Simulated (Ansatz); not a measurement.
Runs of Ansatz 0.2.0 on Cu. It takes space group P6_3/mmc (No. 194, hexagonal). The conventional cell has a = 2.534 Å, b = 2.534 Å, c = 4.113 Å, α = 90.00°, β = 90.00°, γ = 120.00°. Cu (site symmetry -6m2) is surrounded by 12 Cu at 2.52 to 2.53 Å. This isn't the form of Cu at room conditions, which is fcc.

```csv
task,level,cell,points for each segment of the path,gap on the mesh (eV),pressure (GPa),relaxed volume (Å³/atom)
relaxation of cell and atoms,RPBE,relaxed,-,none,0.0,(a)
relaxation of cell and atoms,PBEsol,relaxed,-,none,0.0,11.33
band structure,RPBE,as given,14,none,12.5,-
band structure,revPBE,as given,14,none,11.1,-
```

Alike in all rows: potentials or basis Ansatz PAW; no spin polarisation; k mesh 12 × 12 × 7; cutoff (eV) 420; smearing fermi-dirac 0.05 eV.

Task: Estimate the missing entries.

Result: (a) 12.42.

Caveats: the PAW data sets come from PBE, with cores solved anew for the run's functional, which leaves a small shift of forces and pressure; the plane-wave basis is chosen anew once the cell has moved, so the energies of steps on either side of that aren't comparable (some runs).

A gap of «none» marks a metal or a gap under the smearing width.
